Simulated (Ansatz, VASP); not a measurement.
**MnO: VASP beside Ansatz**

Contents of INCAR:

```
SYSTEM = MnO
PREC = Accurate
ENCUT = 600
EDIFF = 1E-6
ISMEAR = -1
SIGMA = 0.05
LREAL = .False.
LASPH = .True.
NELM = 150
ALGO = Normal
ISIF = 3
LWAVE = .False.
LCHARG = .False.
ISPIN = 2
MAGMOM = 4 0
LORBIT = 11
LMAXMIX = 4
GGA = PE
IBRION = 2
NSW = 80
EDIFFG = -0.01
```

The input KPOINTS:

```
regular mesh
0
Gamma
  10 10 10
  0 0 0
```

Contents of POSCAR:

```
MnO
1.0
    0.0000000000      2.2239077028      2.2239077028
    2.2239077028      0.0000000000      2.2239077028
    2.2239077028      2.2239077028      0.0000000000
Mn O
1 1
Direct
    0.0000000000      0.0000000000      0.0000000000
    0.5000000000      0.5000000000      0.5000000000
```

File input.yaml:

```yaml
crystal:
  lattice:
    - [0.0, 2.2239077028, 2.2239077028]
    - [2.2239077028, 0.0, 2.2239077028]
    - [2.2239077028, 2.2239077028, 0.0]
  atoms:
    - { symbol: Mn, position: [0.0, 0.0, 0.0], spin: 4.0 }
    - { symbol: O, position: [0.5, 0.5, 0.5] }
kpoints:
  mp_grid: { grid: [10, 10, 10] }
scf:
  occupations: { method: fermi_dirac, width: 0.05 }
hamiltonian:
  xc: pbe
  pseudopotentials: { kind: all_electron, lapw: { basis_error: 0.001 } }
magnetization:
  spin_polarized: true
output:
  forces: true
  stress: true
relax:
  f_tol: 0.01
  max_steps: 60
  cell: {}
```

The cell is a database's computed one.

Alike in both runs: task relaxation of cell and atoms; functional PBE; k mesh 10 × 10 × 10; occupations fermi-dirac, width 0.05 eV; collinear spin.

|  | VASP | Ansatz |
| --- | --- | --- |
| version | VASP 6.6.1 | Ansatz 0.2.0 |
| potentials or method | VASP PAW PBE potentials, release 64 (Mn_pv, O) | all-electron LAPW, scalar-relativistic |
| plane-wave cutoff (eV) | 600 | see its input |

Ansatz gave:

```
net moment per atom (μB)                                      : 2.40
size of the moment on the site where the two differ most (μB) : 4.30
relaxed volume (Å³/atom)                                      : 11.00
relaxed cell length with the largest relative difference (Å)  : 3.145
```

Task: What did VASP give for the same quantities?

Result: net moment per atom (μB): 2.40; size of the moment on the site where the two differ most (μB): 4.35; relaxed volume (Å³/atom): 11.00; relaxed cell length with the largest relative difference (Å): 3.145.

Site moments also hang on the region over which each program counts them. Ansatz ran all-electron here, so the differences hold the error of VASP's frozen core and of both bases.

Caveats: a cell with one magnetic atom can't hold antiferromagnetic order, which such compounds often take; the relaxation stopped at its first step, so nothing moved (VASP).
